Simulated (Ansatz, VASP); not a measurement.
**CdS in VASP and in Ansatz**

```
CELL_PARAMETERS angstrom
4.05086 -0.03424 -0.04135
-2.05508 3.49104 0.04134
-0.06749 0.03894 6.48754
ATOMIC_POSITIONS crystal
Cd 0.35143 0.64857 0.98676
Cd 0.66498 0.33502 0.50806
S 0.32663 0.67337 0.39451
S 0.65695 0.34305 0.88067
```

Alike in both runs: task single point; functional PBE; k mesh 9 × 9 × 4; occupations gaussian, width 0.02 eV; no spin polarisation.

|  | VASP | Ansatz |
| --- | --- | --- |
| version | VASP 6.6.1 | Ansatz 0.2.0 |
| potentials or method | VASP PAW PBE potentials, release 64 (Cd, S) | scalar-relativistic, plane waves, PAW |
| plane-wave cutoff (eV) | 520 | 420 |
| valence electrons in the cell | 36 | 52 |

Ansatz gave:

```
gap on the k mesh at the Fermi level (eV)       : 1.36
least direct gap on the mesh (eV)               : 1.36
pressure (GPa)                                  : 10.5
largest component of the traceless stress (GPa) : 2.24
rms of the force components (eV/Å)              : 0.850
```

Problem. Which values does VASP return?

Solution. gap on the k mesh at the Fermi level (eV): 1.37; least direct gap on the mesh (eV): 1.37; pressure (GPa): 11.0; largest component of the traceless stress (GPa): 2.32; rms of the force components (eV/Å): 0.872.

Atom by atom the forces differ by 0.022 eV/Å (rms over components). The two sets of potentials don't hold the same shells in valence. Ansatz warned: «near_symmetry_operations_not_taken».

Caveats: forces of over 1 eV/Å show positions far from the minimum, so gaps and moduli don't describe the material at rest.
